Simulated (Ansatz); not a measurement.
## Straining SiNi

Method: DFT PBEsol, scalar-relativistic, plane waves, PAW in Ansatz. Settings: 420 eV cutoff, 18×16×12 k-mesh, Gaussian smearing of 0.10 eV, no spin polarisation.

The relaxed crystal:

```xyz
4
Lattice="2.9948 0.0000 0.0000 0.0000 3.2346 0.0000 0.0000 0.0000 4.6725" Properties=species:S:1:pos:R:3 pbc="T T T"
Si    1.4974    1.6173    3.9371
Si    0.0000    0.0000    0.7354
Ni    1.4974    1.6173    1.6040
Ni    0.0000    0.0000    3.0684
```

Deformation: all cell vectors scaled alike, the atoms relaxed, all within the symmetry that the strain leaves. Energies are extrapolated to zero smearing. Stress is positive in compression, on the Cartesian axes of the cell above. On this cell's mesh the reference holds a stress of up to 0.33 GPa.

```tsv
strain (%)	ΔE (meV/atom)	a (Å)	b (Å)	c (Å)	σxx (GPa)	σyy (GPa)	σzz (GPa)
-4.5	148.0	2.860	3.089	4.462	32.08	35.63	43.35
-3.0	62.0	2.905	3.138	4.532	19.04	21.34	25.57
-1.5	14.6	2.950	3.186	4.602	8.41	9.72	11.24
+0.0	0.0	2.995	3.235	4.672	-0.21	0.33	-0.18
+1.5	13.3	3.040	3.283	4.743	-7.13	-7.22	-9.18
+3.0	50.1	3.085	3.332	4.813	-12.63	-13.24	-16.15
+4.5	106.6	3.130	3.380	4.883	-16.96	-17.99	-21.42
```

This form isn't the usual stable structure of the compound.